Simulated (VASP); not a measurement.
Here is a VASP 6.6.1 calculation.

Contents of INCAR:

```
SYSTEM = C
  ALGO = Normal
  EDIFF = 1E-7
  EDIFFG = -0.005
  ENCUT = 600
  IBRION = 2
  ISIF = 3
  ISMEAR = 0
  LASPH = .TRUE.
  LCHARG = .FALSE.
  LMIXTAU = .TRUE.
  LREAL = .FALSE.
  LWAVE = .FALSE.
  METAGGA = R2SCAN
  NELM = 80
  NSW = 90
  PREC = Accurate
  SIGMA = 0.03
```

Contents of KPOINTS:

```
k-points
0
G
  12 12 4
  0 0 0
```

The input POSCAR:

```
C                                       
1.0
    2.4566917359      0.0000000000      0.0000000000
   -1.2283458680      2.1275574526     -0.0000000000
    0.0000000000     -0.0000000000      6.9013154696
  C             
     4
Direct
     0.0000000000000000    1.0000000000000000    0.2500000000000000
     1.0000000000000000    0.0000000000000000    0.7500000000000000
     0.3333333300000021    0.6666666699999979    0.2500000000000000
     0.6666666699999979    0.3333333300000021    0.7500000000000000
```

Potentials or basis: VASP PAW PBE potentials, release 64 (C).

The run is started by

```bash
$ cat potpaw_PBE.64/C/POTCAR > POTCAR
$ mpirun -np 1 vasp_std > vasp.out
```

(1) What does it give for the band gap on the k mesh?

Answers

(1) none (metal or under the smearing width).

Caveat: the relaxation stopped at its first step, so nothing moved.
